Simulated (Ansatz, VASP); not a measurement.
## Two plane-wave programs on BeTe

```xyz
2
Lattice="0.0000 2.7700 2.7700 2.7700 0.0000 2.7700 2.7700 2.7700 0.0000" Properties=species:S:1:pos:R:3 pbc="T T T"
Te    4.1550    4.1550    4.1550
Be    0.0000    0.0000    0.0000
```

Alike in both runs: task band structure; functional r2SCANh; k mesh 4 × 4 × 4; occupations fermi-dirac, width 0.05 eV; no spin polarisation.

```csv
,VASP,Ansatz
version,VASP 6.6.1,Ansatz 0.2.0
potentials or method,"VASP PAW PBE potentials, release 64 (Te, Be)",Ansatz PAW
plane-wave cutoff (eV),520,500
valence electrons in the cell,8,18
```

Ansatz gave:

| Quantity | Value |
| --- | --- |
| gap on the k mesh at the Fermi level (eV) | 2.69 |
| least direct gap on the mesh (eV) | 4.52 |
| gap along the band path (eV) | 2.69 |
| pressure (GPa) | 4.4 |

Estimate VASP's values.

gap on the k mesh at the Fermi level (eV): 2.68; least direct gap on the mesh (eV): 4.51; gap along the band path (eV): 2.68; pressure (GPa): 4.5.

With one functional, cell and mesh, what is left measures potentials, basis and numerics. The two sets of potentials don't hold the same shells in valence.

Caveats: the k mesh is coarse (spacing up to 0.49 Å⁻¹), so the values aren't converged, least of all with exact exchange; spin-orbit coupling is left out, which moves the levels of the heavy elements; the PAW data sets were made with another functional, which shifts forces and pressure a little (VASP); the PAW data sets come from PBE, with cores solved anew for the run's functional, which leaves a small shift of forces and pressure (Ansatz); the thresholds are loose for stress (Ansatz).
